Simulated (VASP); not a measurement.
A run of VASP 6.6.1 is set up as follows.

File INCAR:

```
  PREC = Accurate
  ENCUT = 520
  EDIFF = 1E-8
  ISMEAR = -1
  SIGMA = 0.03
  LREAL = F
  LASPH = T
  NELM = 100
  ALGO = Normal
  ISIF = 2
  LWAVE = F
  LCHARG = F
  GGA = PS
  LEFG = T
  NBANDS = 26
```

KPOINTS

```
Automatic mesh
0
Gamma
  8 8 5
```

The input POSCAR:

```
ZnS
1.0
    3.8109987816      0.0000000000      0.0000000000
   -1.9054993908      3.3004217586      0.0000000000
    0.0000000000      0.0000000000      6.2340000000
Zn S
2 2
Direct
    0.3333333333      0.6666666667      0.0000000000
    0.6666666667      0.3333333333      0.5000000000
    0.3333333333      0.6666666667      0.3850000000
    0.6666666667      0.3333333333      0.8850000000
```

Potentials or basis: VASP PAW PBE potentials, release 64 (Zn, S).

Run with:

```console
$ cat potpaw_PBE.64/Zn/POTCAR potpaw_PBE.64/S/POTCAR > POTCAR
$ mpirun -np 1 vasp_std > vasp.out
```

Question: Predict the band gap on the k mesh.

Answer: 2.12 eV, direct.

Question: Predict the largest force.

Answer: 0.309 eV/Å.

Forces in eV/Å, atoms in the order of the input:
```
Zn   0.000  0.000  0.309
Zn   0.000  0.000  0.309
S    0.000  0.000 -0.309
S    0.000  0.000 -0.309
```

Caveat: without QUAD_EFG the Cq values of the log hold for a quadrupole moment of 1 mb, not for the nuclei; the PAW data sets were made with another functional, which shifts forces and pressure a little.

**Experimental background.**

A printed reference work, monograph reports, for a bulk crystal of ZnS at 4 K: band gap 3.911 eV (direct).

Measured gap of ZnS: 3.911 eV (direct; 4 K; a printed reference work, monograph). This calculation gives 2.12 eV (-1.80 eV). The value is that of PBEsol, without temperature or zero-point motion. Semilocal functionals fall short of measured gaps as a rule.
